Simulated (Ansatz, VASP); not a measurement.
**One calculation of MgS, two programs**

The input INCAR:

```
SYSTEM = MgS
  ALGO = Normal
  EDIFF = 1E-7
  EDIFFG = -0.002
  ENCUT = 600
  GGA = CA
  IBRION = 2
  ISIF = 3
  ISMEAR = 0
  LASPH = .True.
  LCHARG = .False.
  LREAL = .False.
  LWAVE = .False.
  NELM = 100
  NSW = 100
  PREC = Accurate
  SIGMA = 0.02
```

The input KPOINTS:

```
k-points
0
Gamma
  8 8 8
  0 0 0
```

POSCAR

```
MgS
1.0
    0.0000000000      2.8300000000      2.8300000000
    2.8300000000      0.0000000000      2.8300000000
    2.8300000000      2.8300000000      0.0000000000
Mg S
1 1
Direct
    0.0000000000      0.0000000000      0.0000000000
    0.2500000000      0.2500000000      0.2500000000
```

Input for Ansatz:

```yaml
crystal:
  lattice:
    - [0.0, 2.83, 2.83]
    - [2.83, 0.0, 2.83]
    - [2.83, 2.83, 0.0]
  atoms:
    - { symbol: Mg, position: [0.0, 0.0, 0.0] }
    - { symbol: S, position: [0.25, 0.25, 0.25] }
basis:
  ecutwfc: 420
kpoints:
  mp_grid: { grid: [8, 8, 8] }
hamiltonian:
  xc: lda
  pseudopotentials: { kind: paw, azcp: { folder: soft_1 } }
scf:
  occupations: { method: gaussian, width: 0.02 }
output:
  forces: true
  stress: true
  eigenvalues: true
relax:
  adjacent_minimum: "off"
  f_tol: 0.002
  max_steps: 80
  cell: { stress_tol: 0.02 }
```

The cell was built by a generator and needn't be a form met in nature.

Alike in both runs: task relaxation of cell and atoms; functional LDA; k mesh 8 × 8 × 8; occupations gaussian, width 0.02 eV; no spin polarisation.

|  | VASP | Ansatz |
| --- | --- | --- |
| version | VASP 6.6.1 | Ansatz 0.2.0 |
| potentials or method | VASP PAW LDA potentials, release 64 (Mg, S) | scalar-relativistic, plane waves, PAW |
| plane-wave cutoff (eV) | 600 | 420 |
| valence electrons in the cell | 8 | 16 |

|  | VASP | Ansatz | Ansatz less VASP |
| --- | --- | --- | --- |
| gap on the k mesh at the Fermi level, each at its own relaxed structure (eV) | 3.40 | 3.36 | -0.038 |
| relaxed volume (Å³/atom) | 21.77 | 21.88 | +0.111 |
| relaxed cell length with the largest relative difference (Å) | 3.949 | 3.955 | +0.0067 |
| energy change over the relaxation (meV/atom) | -7 | -5 | +1.6 |

The two sets of potentials don't hold the same shells in valence. Ansatz warned: «pseudo_functional_mismatch».

A k mesh can miss the band edges. Expect the measured gap to be larger: semilocal functionals such as LDA lack the derivative discontinuity.
